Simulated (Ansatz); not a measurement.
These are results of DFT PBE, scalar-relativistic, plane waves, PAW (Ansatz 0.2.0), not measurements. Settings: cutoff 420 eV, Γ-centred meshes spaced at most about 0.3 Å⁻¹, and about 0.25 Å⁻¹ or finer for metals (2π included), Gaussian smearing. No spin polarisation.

Temperature and zero-point effects are left out.

Question: Order these relaxed structures of B3N2 by energy, lowest first, with the energy over the lowest of them.
1. Space group P4/mmm (No. 123), tetragonal, a = 5.494 Å, c = 2.625 Å. Around B on a site of symmetry 4/mmm lie 2 B at 2.62 Å, 4 N at 2.75 Å and 8 B at 3.04 Å (long contacts); around B on a site of symmetry mmm lie 2 N at 1.31 Å, 2 B at 2.62 Å and 4 B at 3.04 Å; N has 2 B at 1.31 Å, 2 N at 2.62 Å and 2 B at 2.75 Å.
2. Space group P-3m1 (No. 164), trigonal, a = 2.473 Å, c = 12.492 Å. Around B on a site of symmetry -3m lie 6 B at 2.47 Å (long contacts); B on a site of symmetry 3m is surrounded by 3 N at 1.43 Å; around N lie 3 B at 1.43 Å.

Answer: 2 (0 meV/atom), 1 (929 meV/atom). Counting N atoms around B (those within 1.25 times the shortest such distance or 1.15 times the sum of covalent radii; a plus sign parts nearer from farther groups; the shortest distance is added where it is long for a bond; a slash parts the counts of unlike sites): cell 2 has B 3/6+6 from 4.4 Å; cell 1 has B 2/4 from 2.7 Å. Both come from invented guesses.

No dispersion correction is applied, so the spacing and binding between layers, chains or molecules are poorly described (P-3m1, P4/mmm), and this can change margins and order among such cells. In P-3m1, P4/mmm an odd number of electrons in the primitive cell allows no gap without spin; a larger cell or a magnetic state could open one. Cells relaxed within their symmetry can be saddle points. Some structure types and database cells were kept out of the candidates from the start, so a known form may be missing.
